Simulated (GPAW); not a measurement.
Crystal: BN.

```xyz
4
Lattice="2.4982 0.0000 0.0000 -1.2491 2.1635 0.0000 0.0000 0.0000 6.6357" Properties=species:S:1:pos:R:3 pbc="T T T"
N     1.2491    0.7212    1.6589
N     0.0000    1.4424    4.9768
B     1.2491    0.7212    4.9768
B     0.0000    1.4424    1.6589
```

```yaml
Program: GPAW 26.7.0
Task: single point
Functional: PBE
Potentials_or_basis: GPAW PAW data sets (gpaw-data 1.2.1)
Cutoff: 800 eV
Basis: pw
k_mesh: 12 × 12 × 4
Occupations: fermi-dirac, width 0.05 eV
Spin: no spin polarisation
```

On this cell: pressure 4.3 GPa; largest force under 0.003 eV/Å; band gap on the k mesh 4.29 eV, indirect (least direct gap 4.66 eV).

The same run follows on a disturbed copy (atoms moved at random, drawn with an rms of 0.05 Å):

```
N B
1.0
     2.49824    0.00000    0.00000
    -1.24912    2.16354    0.00000
     0.00000    0.00000    6.63570
N B
2 2
Direct
  0.65978 0.32072 0.25176
  0.33328 0.66572 0.74975
  0.67884 0.34630 0.75184
  0.33653 0.66438 0.24775
```

**Question.** What changes?

**Answer.** The energy moves by +10.7 meV/atom; pressure 4.6 GPa; largest force 1.386 eV/Å; band gap on the k mesh 4.23 eV, indirect (least direct gap 4.63 eV).

Forces in eV/Å, atoms in the order of the input:
```
N    0.483  0.970 -0.363
N    0.609  1.226  0.206
B   -0.610 -1.228 -0.205
B   -0.483 -0.968  0.362
```

Stress tensor (GPa, compression positive):
```
6.32 0.16 0.02
0.16 5.59 0.04
0.02 0.04 2.00
```

Caveats: this functional lacks dispersion, which binds the layers, so the pressure and a relaxed spacing across them are unreliable (some runs).

A k mesh can miss the band edges.
